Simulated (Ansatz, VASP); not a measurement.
## Ta in VASP and in Ansatz

```xyz
1
Lattice="-1.6513 1.6513 1.6017 1.6513 -1.6513 1.6017 1.6513 1.6513 -1.6017" Properties=species:S:1:pos:R:3 pbc="T T T"
Ta    0.0000    0.0000    0.0000
```

Change from the starting cell: zz strain of -3 %.

Alike in both runs: task single point; functional PBE; k mesh 17 × 17 × 17; occupations fermi-dirac, width 0.08 eV; no spin polarisation.

```csv
,VASP,Ansatz
version,VASP 6.6.1,Ansatz 0.2.0
potentials or method,"VASP PAW PBE potentials, release 64 (Ta_pv), cutoff 520 eV","all-electron LAPW, scalar-relativistic"
```

```tsv
	VASP	Ansatz	Ansatz less VASP
pressure (GPa)	10.1	9.8	-0.30
largest component of the traceless stress (GPa)	2.37	2.38	+0.006
```

Ansatz ran all-electron here, so the differences hold the error of VASP's frozen core and of both bases.

The runs have no spin-orbit coupling, so splittings on Ta are missing.
